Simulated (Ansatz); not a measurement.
Crystal: Ga.

```
Ga
1.0
     2.71648    0.00000    0.00000
     0.00000    2.71648    0.00000
     0.00000    0.00000    2.71648
Ga
1
Direct
  0.00000 0.00000 0.00000
```

The cell was built by a generator and needn't be a form met in nature.

Base run:

```yaml
Program: Ansatz 0.2.0
Functional: r2SCAN
Potentials_or_basis: Ansatz PAW
Cutoff: "500 eV (not typed: the program's choice for these potentials)"
k_mesh: 10 × 10 × 10
Occupations: fermi-dirac, width 0.05 eV
Spin: no spin polarisation
```

Its results: band gap on the k mesh none (metal or under the smearing width); pressure -2.7 GPa.

Task: The run is repeated on the same cell with these changes: functional from r2SCAN to BLYP; cutoff from 500 eV (not typed: the program's choice for these potentials) to 420 eV (not typed: the program's choice for these potentials). What comes out?

Result: Band gap on the k mesh none (metal or under the smearing width); pressure 5.0 GPa.

Caveats: the PAW data sets come from PBE, with cores solved anew for the run's functional, which leaves a small shift of forces and pressure.
